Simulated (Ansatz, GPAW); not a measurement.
**Ballistic transport through a C6 chain between two Ru chains, from relaxation to T(E)**

Aim: the conductance of a C6 chain between two Ru chains after relaxation, and whether geometry, basis or functional moves it most.

Main program and level: GPAW 26.7.0 and Ansatz 0.2.0; Ansatz plane waves; relaxation of the junction with the lead ends held, in the first sound run; inputs show where later runs differ.

### Step 1. Set-up

The cell holds 22 atoms: 16 Ru and 6 C. Cell: a = 9.000 Å, b = 9.000 Å, c = 43.587 Å, α = 90.0°, β = 90.0°, γ = 90.0°. Regions: left lead, 8 atoms (8 Ru); channel, 6 atoms (6 C); right lead, 8 atoms (8 Ru). Vacuum lies along a and b. The structure is stacked along c, and the current runs across the ab planes.

### Step 2. Relaxing the atoms

Transmission follows bond lengths closely, so the atoms between the held lead ends are relaxed first, from a slightly shaken start that lets symmetry break.

Contents of input.yaml:

```yaml
crystal:
  lattice:
    - [9.0, 0.0, 0.0]
    - [0.0, 9.0, 0.0]
    - [0.0, 0.0, 43.587]
  atoms:
    - { symbol: Ru, position: [0.5, 0.5, 0.0258104481] }
    - { symbol: Ru, position: [0.5, 0.5, 0.0774313442] }
    - { symbol: Ru, position: [0.5, 0.5, 0.1290522403] }
    - { symbol: Ru, position: [0.5, 0.5, 0.1806731365] }
    - { symbol: Ru, position: [0.5, 0.5, 0.2322940326] }
    - { symbol: Ru, position: [0.5, 0.5, 0.2839149288] }
    - { symbol: Ru, position: [0.4953412719, 0.495986635, 0.334639501] }
    - { symbol: Ru, position: [0.4979243821, 0.5048242671, 0.3860545709] }
    - { symbol: C, position: [0.5031465649, 0.5042082397, 0.4266830977] }
    - { symbol: C, position: [0.4976635464, 0.5015737154, 0.455983131] }
    - { symbol: C, position: [0.5071851043, 0.502972705, 0.4869872962] }
    - { symbol: C, position: [0.4984990281, 0.4970859434, 0.5129260285] }
    - { symbol: C, position: [0.4961543247, 0.4987885543, 0.5449856572] }
    - { symbol: C, position: [0.4956229981, 0.5027202862, 0.5730013199] }
    - { symbol: Ru, position: [0.4978593297, 0.4974490375, 0.6142340755] }
    - { symbol: Ru, position: [0.5005640945, 0.4970069115, 0.6638075695] }
    - { symbol: Ru, position: [0.5, 0.5, 0.7160850712] }
    - { symbol: Ru, position: [0.5, 0.5, 0.7677059674] }
    - { symbol: Ru, position: [0.5, 0.5, 0.8193268635] }
    - { symbol: Ru, position: [0.5, 0.5, 0.8709477597] }
    - { symbol: Ru, position: [0.5, 0.5, 0.9225686558] }
    - { symbol: Ru, position: [0.5, 0.5, 0.9741895519] }
kpoints:
  mp_grid: { grid: [1, 1, 2] }
hamiltonian:
  xc: pbe
scf:
  occupations: { method: fermi_dirac, width: 0.1 }
relax:
  f_tol: 0.03
  max_steps: 80
  constraints: [{ sites: [0, 1, 2, 3, 4, 5, 16, 17, 18, 19, 20, 21] }]
```

The run is started by

```console
> ansatz run input.yaml --threads 4 --pin off --max-ram 8192MiB --backend cpu --events-out ev --progress --plain --runs-dir out
```

Numbers of over 12 decimals in the logs are rounded to 6 here.

Log:

```text
Engine: ansatz 0.2.0, x86_64-unknown-linux-gnu
Pseudopotentials: kind: paw
Pseudopotential: Ru, paw, valence charge 16, recommended cutoff 420 eV (normal), Ru.paw.azcp
Pseudopotential: C, paw, valence charge 4, recommended cutoff 420 eV (normal), C.paw.azcp
Functional definition: PBE
  parameter kappa = 0.804
  parameter beta = 0.066725
  exchange = pbe_x(kappa = kappa, mu = beta*pi^2/3)
  correlation = pbe_c(beta = beta)
Crystal: 22 atoms, lattice volume = 3530.547 Å³
Basis set: ecut = 420 eV, 68965 PW (Γ), exchange–correlation on 128×128×600 points (8 copies of the dense FFT grid, shifted against one another)
Bands: 168, of which v1, the nominal top of the filled ones, is band 140 counted from 1 (139 counted from 0)
Symmetry: 1 space group operations
Space group: P1 (ITA 1), of the structure as read, at distance tolerance 1.5e-4 Å
k-points: 2
Non-local potential: Ru, projectors of the file, l = 0: 3, l = 1: 2, l = 2: 2, l = 3: 1
Non-local potential: C, projectors of the file, l = 0: 2, l = 1: 2, l = 2: 1
PAW form: soft (Blöchl's): semilocal exchange-correlation on the pseudo side does not see the compensation charge
PAW one-centre angular grid: Ru, 590 points (default); XC on 64 Gauss nodes
PAW one-centre angular grid: C, 110 points (default); XC on 64 Gauss nodes
Initial density: superposition of atomic densities (neutral atoms: chi_scale 0, normalization atom), corrected by the library's trained network
Initial wavefunctions: pseudopotential atomic-orbital guess
Functional: x = pbe(κ = 0.804, μ = 0.219515), c = pbe(β = 0.066725)
SCF iter   1: F=—  HF=-95491.040106 eV  |F-HF|=—  |Δ(HF+E_count)|=         —  Δρ=8.36e-3  dr2=1.29e1  ethr=1.77e-3  ⟨swp⟩=7.0  Hψ=1230  notcnv=0
preconditioner: auto → LDOS  [metal: Δε(μ)=0.065 eV  Ē_g=3.463 eV  σ=0.100 eV  W_gap=0.16  n_scr=364 (ndim 8)  ℏωp=7.7 eV  f_vac=0.754  D(μ)=60.70/eV (n_scr^D=348)  β→1.0]
SCF iter   2: F=—  HF=-95491.008751 eV  |F-HF|=—  |Δ(HF+E_count)|=   3.14e-2  Δρ=4.51e-3  dr2=6.88e-1  ethr=1.77e-3  ⟨swp⟩=2.0  Hψ=588  notcnv=0
SCF iter   3: F=—  HF=-95490.973755 eV  |F-HF|=—  |Δ(HF+E_count)|=   3.50e-2  Δρ=1.84e-3  dr2=2.75e-1  ethr=2.46e-4  ⟨swp⟩=2.0  Hψ=634  notcnv=0
SCF iter   4: F=—  HF=-95490.957301 eV  |F-HF|=—  |Δ(HF+E_count)|=   1.65e-2  Δρ=5.65e-4  dr2=2.41e-2  ethr=9.82e-5  ⟨swp⟩=1.0  Hψ=388  notcnv=0
SCF iter   5: F=—  HF=-95490.957528 eV  |F-HF|=—  |Δ(HF+E_count)|=   2.27e-4  Δρ=2.29e-4  dr2=4.27e-3  ethr=8.60e-6  ⟨swp⟩=2.0  Hψ=579  notcnv=0
SCF iter   6: F=—  HF=-95490.958745 eV  |F-HF|=—  |Δ(HF+E_count)|=   1.22e-3  Δρ=9.11e-5  dr2=5.94e-4  ethr=1.53e-6  ⟨swp⟩=2.0  Hψ=492  notcnv=0
SCF iter   7: F=—  HF=-95490.958799 eV  |F-HF|=—  |Δ(HF+E_count)|=   5.36e-5  Δρ=3.57e-5  dr2=8.14e-5  ethr=2.12e-7  ⟨swp⟩=1.5  Hψ=411  notcnv=0
SCF iter   8: F=-95490.958824 eV  HF=-95490.958828 eV  |F-HF|=4.61e-6  |Δ(HF+E_count)|=   2.94e-5  Δρ=1.22e-5  dr2=1.01e-5  ethr=8.04e-9  ⟨swp⟩=5.0  Hψ=1211  notcnv=0
smearing: bands 138 to 140 share 2.846 electrons (they would hold 4.000 with every lower band full and every higher one empty; bands counted from 0; each is filled to between 0.4628 and 0.4798 of a full level; at each k-point the levels lie within 6.8e-3 eV, against a smearing width of 0.1000 eV). The entropy term TS of this state is 1.8989 eV
SCF 1 converged in 8 iterations: F = -95490.958824 eV  dr2 = 1.01e-5
  greatest PAW one-centre occupation: 0.999 electrons in one spin orbital (limit 2), on the Ru atom at site 6 (counted from 0), in its partial waves of l = 0
relax step   1: F+E_penalty+E_count = -95490.95882377 eV  Δ(F+E_penalty+E_count) = +0.000e0 eV  max|allowed force component| = 1.569e1 eV/Å  Δτ_max = 0.0000 Å  (8 SCF iters, dr2 threshold 2.25e-5 eV, accepted)
Initial density: handed on by an earlier stage of this run
Initial wavefunctions: those handed on with the density
iter 1 solved again at ethr=4.78e-4 eV; its pass at ethr=3.10e-3 eV (dr2=1.34e0 eV) is discarded
SCF iter   1: F=—  HF=-95492.626414 eV  |F-HF|=—  |Δ(HF+E_count)|=         —  Δρ=5.75e-3  dr2=1.22e0  ethr=4.78e-4  ⟨swp⟩=1.0  Hψ=1064  notcnv=0
preconditioner: auto → LDOS  [metal: Δε(μ)=0.034 eV  Ē_g=3.652 eV  σ=0.100 eV  W_gap=0.08  n_scr=364 (ndim 8)  ℏωp=7.7 eV  f_vac=0.761  D(μ)=59.10/eV (n_scr^D=340)  β→1.0]
SCF iter   2: F=—  HF=-95492.444837 eV  |F-HF|=—  |Δ(HF+E_count)|=   1.82e-1  Δρ=2.31e-3  dr2=2.34e-1  ethr=4.36e-4  ⟨swp⟩=3.0  Hψ=546  notcnv=0
SCF iter   3: F=—  HF=-95492.404047 eV  |F-HF|=—  |Δ(HF+E_count)|=   4.08e-2  Δρ=6.58e-4  dr2=3.11e-2  ethr=8.37e-5  ⟨swp⟩=3.0  Hψ=546  notcnv=0
SCF iter   4: F=—  HF=-95492.402224 eV  |F-HF|=—  |Δ(HF+E_count)|=   1.82e-3  Δρ=2.11e-4  dr2=3.22e-3  ethr=1.11e-5  ⟨swp⟩=2.0  Hψ=497  notcnv=0
SCF iter   5: F=—  HF=-95492.402040 eV  |F-HF|=—  |Δ(HF+E_count)|=   1.84e-4  Δρ=8.29e-5  dr2=5.04e-4  ethr=1.15e-6  ⟨swp⟩=2.0  Hψ=519  notcnv=0
SCF iter   6: F=—  HF=-95492.402076 eV  |F-HF|=—  |Δ(HF+E_count)|=   3.69e-5  Δρ=4.67e-5  dr2=1.65e-4  ethr=1.80e-7  ⟨swp⟩=2.0  Hψ=453  notcnv=0
SCF iter   7: F=-95492.402076 eV  HF=-95492.402097 eV  |F-HF|=2.11e-5  |Δ(HF+E_count)|=   2.10e-5  Δρ=2.27e-5  dr2=3.30e-5  ethr=3.57e-8  ⟨swp⟩=3.0  Hψ=1106  notcnv=0
smearing: bands 139 to 140 share 1.883 electrons (they would hold 2.000 with every lower band full and every higher one empty; bands counted from 0; each is filled to between 0.4678 and 0.4738 of a full level; at each k-point the levels lie within 1.6e-4 eV, against a smearing width of 0.1000 eV). The entropy term TS of this state is 1.8413 eV
SCF 2 converged in 7 iterations: F = -95492.402076 eV  dr2 = 3.30e-5
  greatest PAW one-centre occupation: 0.999 electrons in one spin orbital (limit 2), on the Ru atom at site 15 (counted from 0), in its partial waves of l = 0
relax step   2: F+E_penalty+E_count = -95492.40207631 eV  Δ(F+E_penalty+E_count) = -1.443e0 eV  max|allowed force component| = 2.769e0 eV/Å  Δτ_max = 0.1192 Å  (7 SCF iters, dr2 threshold 1.00e-4 eV, accepted)
iter 1 solved again at ethr=2.68e-4 eV; its pass at ethr=3.10e-3 eV (dr2=7.51e-1 eV) is discarded
SCF iter   1: F=—  HF=-95492.883581 eV  |F-HF|=—  |Δ(HF+E_count)|=         —  Δρ=4.78e-3  dr2=6.83e-1  ethr=2.68e-4  ⟨swp⟩=2.0  Hψ=1280  notcnv=0
preconditioner: auto → LDOS  [metal: Δε(μ)=0.052 eV  Ē_g=3.688 eV  σ=0.100 eV  W_gap=0.13  n_scr=364 (ndim 8)  ℏωp=7.7 eV  f_vac=0.761  D(μ)=55.71/eV (n_scr^D=306)  β→1.0]
SCF iter   2: F=—  HF=-95492.815603 eV  |F-HF|=—  |Δ(HF+E_count)|=   6.80e-2  Δρ=2.63e-3  dr2=2.68e-1  ethr=2.44e-4  ⟨swp⟩=3.0  Hψ=640  notcnv=0
SCF iter   3: F=—  HF=-95492.759646 eV  |F-HF|=—  |Δ(HF+E_count)|=   5.60e-2  Δρ=5.54e-4  dr2=1.63e-2  ethr=9.55e-5  ⟨swp⟩=2.0  Hψ=638  notcnv=0
[...]
relax step   5: F+E_penalty+E_count = -95493.27627034 eV  Δ(F+E_penalty+E_count) = -2.170e-1 eV  max|allowed force component| = 1.475e0 eV/Å  Δτ_max = 0.1926 Å  (7 SCF iters, dr2 threshold 1.00e-4 eV, accepted)
relax step   6: F+E_penalty+E_count = -95493.46294931 eV  Δ(F+E_penalty+E_count) = -1.867e-1 eV  max|allowed force component| = 7.871e-1 eV/Å  Δτ_max = 0.2000 Å  (7 SCF iters, dr2 threshold 1.00e-4 eV, accepted)
relax step   7: F+E_penalty+E_count = -95493.56541613 eV  Δ(F+E_penalty+E_count) = -1.025e-1 eV  max|allowed force component| = 3.124e-1 eV/Å  Δτ_max = 0.2000 Å  (7 SCF iters, dr2 threshold 1.00e-4 eV, accepted)
relax step   8: F+E_penalty+E_count = -95493.57448890 eV  Δ(F+E_penalty+E_count) = -9.073e-3 eV  max|allowed force component| = 1.012e-1 eV/Å  Δτ_max = 0.1031 Å  (7 SCF iters, dr2 threshold 1.54e-5 eV, accepted)
relax step   9: F+E_penalty+E_count = -95493.56834854 eV  Δ(F+E_penalty+E_count) = +6.140e-3 eV  max|allowed force component| = 7.524e-1 eV/Å  Δτ_max = 0.0863 Å  (8 SCF iters, dr2 threshold 1.07e-6 eV, rejected (line search))
relax step  10: F+E_penalty+E_count = -95493.57616108 eV  Δ(F+E_penalty+E_count) = -1.672e-3 eV  max|allowed force component| = 4.973e-2 eV/Å  Δτ_max = 0.0431 Å  (8 SCF iters, accepted)
relax step  11: F+E_penalty+E_count = -95493.57719133 eV  Δ(F+E_penalty+E_count) = -1.030e-3 eV  max|allowed force component| = 5.297e-2 eV/Å  Δτ_max = 0.0745 Å  (9 SCF iters, accepted)
relax step  12: F+E_penalty+E_count = -95493.57749809 eV  Δ(F+E_penalty+E_count) = -3.068e-4 eV  max|allowed force component| = 4.092e-2 eV/Å  Δτ_max = 0.0279 Å  (8 SCF iters, accepted)
relax step  13: F+E_penalty+E_count = -95493.57788672 eV  Δ(F+E_penalty+E_count) = -3.886e-4 eV  max|allowed force component| = 3.121e-2 eV/Å  Δτ_max = 0.0373 Å  (7 SCF iters, dr2 threshold 9.99e-7 eV, accepted)
relax step  14: F+E_penalty+E_count = -95493.57827470 eV  Δ(F+E_penalty+E_count) = -3.880e-4 eV  max|allowed force component| = 3.328e-2 eV/Å  Δτ_max = 0.0702 Å  (8 SCF iters, accepted)
relax step  15: F+E_penalty+E_count = -95493.57873692 eV  Δ(F+E_penalty+E_count) = -4.622e-4 eV  max|allowed force component| = 3.240e-2 eV/Å  Δτ_max = 0.0141 Å  (7 SCF iters, accepted)
relax step  16: F+E_penalty+E_count = -95493.57933572 eV  Δ(F+E_penalty+E_count) = -5.988e-4 eV  max|allowed force component| = 1.826e-2 eV/Å  Δτ_max = 0.0450 Å  (7 SCF iters, dr2 threshold 9.95e-7 eV, accepted)
relax step  17: F+E_penalty+E_count = -95493.57933577 eV  Δ(F+E_penalty+E_count) = -5.032e-8 eV  max|allowed force component| = 1.828e-2 eV/Å  Δτ_max = 0.0000 Å  (3 SCF iters, accepted)
SCF iter   1: F=—  HF=-95493.589835 eV  |F-HF|=—  |Δ(HF+E_count)|=         —  Δρ=1.54e-3  dr2=4.32e-2  ethr=1.95e-4  ⟨swp⟩=4.0  Hψ=750  notcnv=0
preconditioner: auto → LDOS  [metal: Δε(μ)=0.039 eV  Ē_g=3.571 eV  σ=0.100 eV  W_gap=0.10  n_scr=364 (ndim 8)  ℏωp=7.7 eV  f_vac=0.759  D(μ)=54.00/eV (n_scr^D=290)  β→1.0]
SCF iter   2: F=—  HF=-95493.583697 eV  |F-HF|=—  |Δ(HF+E_count)|=   6.14e-3  Δρ=8.68e-4  dr2=1.81e-2  ethr=1.54e-5  ⟨swp⟩=2.0  Hψ=678  notcnv=0
SCF iter   3: F=—  HF=-95493.579063 eV  |F-HF|=—  |Δ(HF+E_count)|=   4.63e-3  Δρ=1.63e-4  dr2=9.64e-4  ethr=6.45e-6  ⟨swp⟩=2.0  Hψ=625  notcnv=0
SCF iter   4: F=—  HF=-95493.579123 eV  |F-HF|=—  |Δ(HF+E_count)|=   5.95e-5  Δρ=5.45e-5  dr2=1.11e-4  ethr=3.44e-7  ⟨swp⟩=2.0  Hψ=562  notcnv=0
SCF iter   5: F=—  HF=-95493.579116 eV  |F-HF|=—  |Δ(HF+E_count)|=   6.61e-6  Δρ=2.05e-5  dr2=1.27e-5  ethr=3.96e-8  ⟨swp⟩=2.0  Hψ=533  notcnv=0
SCF iter   6: F=—  HF=-95493.579803 eV  |F-HF|=—  |Δ(HF+E_count)|=   6.87e-4  Δρ=7.11e-6  dr2=2.00e-6  ethr=4.54e-9  ⟨swp⟩=2.0  Hψ=548  notcnv=0
SCF iter   7: F=—  HF=-95493.579804 eV  |F-HF|=—  |Δ(HF+E_count)|=   9.44e-7  Δρ=2.46e-6  dr2=1.89e-7  ethr=7.13e-10  ⟨swp⟩=2.0  Hψ=482  notcnv=0
SCF iter   8: F=-95493.579804 eV  HF=-95493.579804 eV  |F-HF|=2.70e-8  |Δ(HF+E_count)|=   5.75e-8  Δρ=5.02e-7  dr2=7.54e-9  ethr=3.57e-11  ⟨swp⟩=4.0  Hψ=1083  notcnv=0
SCF 18 converged in 8 iterations: F = -95493.579804 eV  dr2 = 7.54e-9
relax step  18: F+E_penalty+E_count = -95493.57980429 eV  Δ(F+E_penalty+E_count) = -4.685e-4 eV  max|allowed force component| = 2.724e-2 eV/Å  Δτ_max = 0.0763 Å  (8 SCF iters, accepted)
SCF converged after 8 iterations
Free energy (F): -95493.579804 eV
Harris-Foulkes:  -95493.579804 eV  (|F-HF|=2.70e-8)
Internal energy: -95491.853871 eV  (E = F + TS)
E sigma→0 (E₀):  -95492.716838 eV
Entropy (-TS):   -1.725933 eV (-78.451 meV/atom)
Fermi energy:    -3.171375 eV
--- Per-component energies (eV) ---
  E_band       = -7653.862126
  E_kinetic    = 8744.709320
  E_local      = -91139.922289  (includes V_loc(G=0)·N_el)
  E_nonlocal   = 5737.112377
  E_hartree    = 38359.077488
  E_xc         = -3258.041023
  E_vxc        = -4073.218514  (∫ρ·V_xc dr)
  E_paw        = -56001.315263  (= ΣΔE_a)
  E_vpaw       = -3640.691580  (= ΣTr[D̂ρ^β])
  E_aug_tail   = -0.002727  (compensation charges beyond the density's cutoff)
  E_ewald      = 2066.528245
  E_smearing   = -1.725933  (= −TS)
  E_closure    = 0.000000  (closes the sum)
  Σ components = -95493.579804   (vs F -95493.579804, Δ=0.00e0)
--- Forces (eV/Å), atoms counted from 1 ---
  atom   1  Ru    -0.00407719    -0.00942866     0.05588213
  atom   2  Ru     0.00500351     0.02205171    -0.03936981
  atom   3  Ru    -0.00825910     0.01557367    -0.02383084
  atom   4  Ru     0.01000741    -0.06005801     0.10205216
  atom   5  Ru     0.01859616    -0.23338195     0.03170031
  atom   6  Ru    -0.01673163     0.26512849     0.50953360
  atom   7  Ru     0.00192541     0.01624826     0.00914557
  atom   8  Ru    -0.00015437    -0.02338609     0.00925242
  atom   9  C      0.00077479     0.00855735    -0.00726454
  atom  10  C     -0.00111268     0.01051128    -0.01838946
  atom  11  C     -0.00725002    -0.01123145     0.02189555
  atom  12  C      0.01443046    -0.00471162    -0.01795508
  atom  13  C     -0.00146831     0.00333764     0.01466256
  atom  14  C     -0.00761989     0.01303917     0.01896271
  atom  15  Ru     0.01115105    -0.02723787    -0.01623295
  atom  16  Ru    -0.00943585     0.01967513    -0.00986474
  atom  17  Ru    -0.10068917     0.24441971    -0.51069823
  atom  18  Ru     0.08360664    -0.21917608    -0.03480021
  atom  19  Ru     0.01674656    -0.05842681    -0.10250886
  atom  20  Ru     0.00082361     0.01757588     0.02448327
  atom  21  Ru    -0.01404072     0.01785441     0.03931676
  atom  22  Ru     0.00775869    -0.00688316    -0.05597695
  max |Σ_I F_I| component: 5.10e-5 eV/Å
--- Relaxed structure (18 steps of the walk, 17 accepted, 0 SCFs on fresh bases) ---
  F+E_penalty+E_count = -95493.57980429 eV   max|allowed force component| = 2.724e-2 eV/Å
  atoms:
    - { symbol: Ru, position: [0.5, 0.5, 0.0258104481] }
    - { symbol: Ru, position: [0.5, 0.5, 0.0774313442] }
    - { symbol: Ru, position: [0.5, 0.5, 0.1290522403] }
    - { symbol: Ru, position: [0.5, 0.5, 0.1806731365] }
    - { symbol: Ru, position: [0.5, 0.5, 0.232294] }
    - { symbol: Ru, position: [0.5, 0.5, 0.2839149288] }
    - { symbol: Ru, position: [0.507864, 0.414916, 0.333710] }
    - { symbol: Ru, position: [0.500577, 0.513568, 0.379223] }
    - { symbol: C, position: [0.505532, 0.470926, 0.424953] }
    - { symbol: C, position: [0.506659, 0.464818, 0.454453] }
    - { symbol: C, position: [0.507375, 0.463765, 0.485332] }
    - { symbol: C, position: [0.507686, 0.463880, 0.514622] }
    - { symbol: C, position: [0.508029, 0.465291, 0.545504] }
    - { symbol: C, position: [0.506695, 0.471200, 0.575004] }
    - { symbol: Ru, position: [0.493136, 0.511748, 0.620779] }
    - { symbol: Ru, position: [0.529390, 0.419602, 0.666283] }
    - { symbol: Ru, position: [0.5, 0.5, 0.7160850712] }
    - { symbol: Ru, position: [0.5, 0.5, 0.7677059674] }
    - { symbol: Ru, position: [0.5, 0.5, 0.8193268635] }
    - { symbol: Ru, position: [0.5, 0.5, 0.870948] }
    - { symbol: Ru, position: [0.5, 0.5, 0.9225686558] }
    - { symbol: Ru, position: [0.5, 0.5, 0.9741895519] }
```

Wall time 5.6 min (4 threads of Intel Xeon Platinum 8375C at 2.90GHz (Ice Lake), shared host); peak memory 5.3 GiB.

Relaxation path:

```tsv
step	energy less that of the first step (eV)	largest force component (eV/Å)
1	0.0000	15.6898
2	-1.4433	2.7689
3	-1.8007	0.9795
4	-2.1004	1.3062
5	-2.3174	1.4754
6	-2.5041	0.7871
7	-2.6066	0.3124
8	-2.6157	0.1012
9	-2.6095	0.7524
10	-2.6173	0.0497
11	-2.6184	0.0530
12	-2.6187	0.0409
13	-2.6191	0.0312
14	-2.6195	0.0333
15	-2.6199	0.0324
16	-2.6205	0.0183
17	-2.6205	0.0183
18	-2.6210	0.0272
```

Relaxation step 9 was tried and not accepted.

The atoms that moved most (Å):

```tsv
atom	dx	dy	dz	length
Ru16	0.259	-0.697	0.108	0.751
Ru7	0.113	-0.730	-0.041	0.739
C11	0.002	-0.353	-0.072	0.360
C10	0.081	-0.331	-0.067	0.347
C13	0.107	-0.301	0.023	0.321
C12	0.083	-0.299	0.074	0.319
Ru15	-0.043	0.129	0.285	0.316
C14	0.100	-0.284	0.087	0.313
```

Numbers from this step:

- free energy: -95493.5798 eV
- smearing term TS: 1.726 eV
- symmetry operations: 1

The relaxation lowered the energy of the cell by 2.62 eV.

(Continued in part 2 of 4.)

[Logs are printed without paths, hosts, clocks, repeated set-up lines and the standing remarks that a program may print on its own settings, such as how far it seeks lower states.]

[Hosts, paths, dates, database ids (printed as entryN), source tags and the programs' standing remarks are cut or masked in the printed files.]
